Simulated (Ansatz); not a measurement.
# CoO: single point with PBE

Crystal: CoO.

```xyz
2
Lattice="1.5055 0.8692 2.4399 -1.5055 0.8692 2.4399 0.0000 -1.7384 2.4399" Properties=species:S:1:pos:R:3 pbc="T T T"
Co    0.0000    0.0000    0.0000
O     0.0000    0.0000    3.6599
```

The cell is a database's computed one.

```yaml
Program: Ansatz 0.2.0
Task: single point
Functional: PBE
Potentials_or_basis: Ansatz PAW
Cutoff: "420 eV (not typed: the program's choice for these potentials)"
k_mesh: 11 × 11 × 11
Occupations: gaussian, width 0.016 eV
Spin: collinear spin, ferromagnetic start
Starting_moments: "[2.0, 0.0] μB"
```

The pressure is 0.1 GPa, the band gap on the k mesh is none (metal or under the smearing width) and the net moment is 2.94 μB per cell. The absolute moment is 2.96 μB per cell and the site moments are Co +2.50; O +0.33 μB.

Stress tensor (GPa, compression positive):
```
 0.36  0.00  0.00
 0.00  0.36  0.00
 0.00  0.00 -0.46
```

Levels at points of the mesh, in eV from the Fermi level:
Spin up:
| k point | band 9 | band 10 | band 11 | band 12 | band 13 | band 14 | band 15 | band 16 | band 17 |
| --- | --- | --- | --- | --- | --- | --- | --- | --- | --- |
| (0.00, 0.00, 0.00) | -3.25 | -3.20 | -3.16 | -3.16 | -3.09 | 0.93 | 16.73 | 17.98 | 17.98 |
Spin down:
```
           k point  band 8  band 9  band 10  band 11  band 12  band 13
(0.00, 0.00, 0.00)   -2.63   -1.14    -1.14    -1.13     0.05     0.05
```

Run time: 9.2 s on 2 threads of Intel(R) Xeon(R) Platinum 8488C (Sapphire Rapids), with other jobs on the host, peak memory 0.43 GiB.

Caveat: the pressure holds a Pulay correction of +0.7 GPa for the finite cutoff; a cell with one magnetic atom can't hold antiferromagnetic order, which such compounds often take; semilocal functionals often make such compounds metallic where correlation or magnetic order opens a gap, which also shifts bond lengths. With open d or f shells a metallic result of PBE can be an artefact of self-interaction; +U or a hybrid may open a gap.
